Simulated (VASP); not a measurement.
Method: r2SCAN meta-GGA, VASP's PBE PAW potentials (set 64) (plane waves; VASP 6.6.1).

A VASP calculation is set up with these files.

### INCAR
```
LWAVE=.FALSE.
METAGGA=R2SCAN
NELMIN=4
LASPH=.TRUE.   # aspherical one-centre terms
ALGO=Normal
SYSTEM=MgF2
ISMEAR=0   # Gaussian
ENCUT=450   # plane-wave cut-off (eV)
PREC=Normal
EDIFFG=-0.03
LREAL=.FALSE.   # projection in real space or not
LMIXTAU=.TRUE.
NSW=20   # most ionic steps
LCHARG=.FALSE.
ISIF=2
IBRION=2   # conjugate gradients
SIGMA=0.05
EDIFF=1E-5   # SCF stop (eV)
NELM=100   # most electronic steps
```

File POSCAR:
```
MgF2
1
    4.6036318117     0.0000000000     0.0000000000
    0.0000000000     4.6036318117     0.0000000000
    0.0000000000     0.0000000000     3.0356825050
Mg F
2 4
Direct
  0.0000000000   0.0000000000   0.0000000000
  0.5000000000   0.5000000000   0.5000000000
  0.3030000000   0.3030000000   0.0000000000
  0.8030000000   0.1970000000   0.5000000000
  0.1970000000   0.8030000000   0.5000000000
  0.6970000000   0.6970000000   0.0000000000
```

### KPOINTS
```
kpoints
0
gamma
 7 7 10
0 0 0
```

POTCAR, in this order: Mg F (PBE.64 set). Program: vasp_std.

The resulting files:

OSZICAR:
```
       N       E                     dE             d eps       ncg     rms          rms(c)
DAV:   1     0.162506249505E+03    0.16251E+03   -0.17419E+04  2560   0.137E+03
DAV:   2    -0.476054593677E+02   -0.21011E+03   -0.20255E+03  3164   0.328E+02
DAV:   3    -0.555501809040E+02   -0.79447E+01   -0.79239E+01  2828   0.661E+01
DAV:   4    -0.555933414934E+02   -0.43161E-01   -0.43151E-01  2748   0.564E+00
DAV:   5    -0.555935796366E+02   -0.23814E-03   -0.23813E-03  2796   0.426E-01    0.898E+00
DAV:   6    -0.461732742171E+02    0.94203E+01   -0.49928E+00  2444   0.152E+01    0.275E+00
DAV:   7    -0.430330302362E+02    0.31402E+01   -0.11547E+00  2608   0.128E+01    0.192E+00
DAV:   8    -0.504013499216E+02   -0.73683E+01   -0.12085E+00  2420   0.124E+01    0.910E-01
DAV:   9    -0.435894676800E+02    0.68119E+01   -0.41523E-01  2408   0.767E+00    0.311E-01
DAV:  10    -0.435296418714E+02    0.59826E-01   -0.21651E-01  2440   0.505E+00    0.127E-01
DAV:  11    -0.435034607843E+02    0.26181E-01   -0.12515E-02  2740   0.129E+00    0.123E-01
DAV:  12    -0.438406216919E+02   -0.33716E+00   -0.53696E-02  2400   0.227E+00    0.172E-01
DAV:  13    -0.437753734603E+02    0.65248E-01   -0.67777E-03  2408   0.980E-01    0.131E-01
DAV:  14    -0.438642498654E+02   -0.88876E-01   -0.14513E-02  2400   0.147E+00    0.133E-01
DAV:  15    -0.438644112317E+02   -0.16137E-03   -0.10703E-04  2844   0.102E-01    0.121E-01
DAV:  16    -0.438643791688E+02    0.32063E-04   -0.25972E-06  1680   0.149E-02    0.116E-01
DAV:  17    -0.438641323658E+02    0.24680E-03   -0.35172E-04  2492   0.163E-01    0.609E-02
DAV:  18    -0.438642777559E+02   -0.14539E-03   -0.35444E-05  2188   0.644E-02    0.490E-02
DAV:  19    -0.438641972009E+02    0.80555E-04   -0.25812E-05  2052   0.421E-02    0.346E-02
DAV:  20    -0.438642029512E+02   -0.57503E-05   -0.32400E-05  2248   0.466E-02
   1 F= -.43864203E+02 E0= -.43864203E+02  d E =-.438642E+02
```

**OUTCAR**
```
------------------------ aborting loop because EDIFF is reached ----------------------------------------
  FORCE on cell =-STRESS in cart. coord.  units (eV):
  Direction    XX          YY          ZZ          XY          YZ          ZX
  --------------------------------------------------------------------------------------
  Total       -1.1193283     -1.1193283     -1.0848511      0.0000000      0.0000000      0.0000000
  in kB      -27.8747229    -27.8747229    -27.0161337      0.0000000      0.0000000      0.0000000
  external PRESSURE =     -27.5885265 kB  Pullay stress =       0.0000000 kB
  volume of cell :       64.34
      direct lattice vectors                 reciprocal lattice vectors
     4.603631812  0.000000000  0.000000000     0.217219804  0.000000000  0.000000000
     0.000000000  4.603631812  0.000000000     0.000000000  0.217219804  0.000000000
     0.000000000  0.000000000  3.035682505     0.000000000  0.000000000  0.329415213
 POSITION                                       TOTAL-FORCE (eV/Angst)
 -----------------------------------------------------------------------------------
      0.00000      0.00000      0.00000        -0.000000      0.000000     -0.000000
      2.30182      2.30182      1.51784        -0.000000      0.000000     -0.000000
      1.39490      1.39490      0.00000        -0.003998     -0.003998     -0.000000
      3.69672      0.90692      1.51784        -0.003998      0.003998      0.000000
      0.90692      3.69672      1.51784         0.003998     -0.003998     -0.000000
      3.20873      3.20873      0.00000         0.003998      0.003998      0.000000
 -----------------------------------------------------------------------------------
    total drift:                                0.000000      0.000000      0.000000
  FREE ENERGIE OF THE ION-ELECTRON SYSTEM (eV)
  ---------------------------------------------------
  free  energy   TOTEN  =       -43.8642029512 eV

  energy  without entropy=      -43.8642029512  energy(sigma->0) =      -43.86420295

 reached required accuracy - stopping structural energy minimisation
```
(Selected blocks of OUTCAR.)

At this cut-off the stress carries a Pulay error, which pulls relaxed volumes low.

The compound is MgF2 in the rutile structure. It was relaxed first.
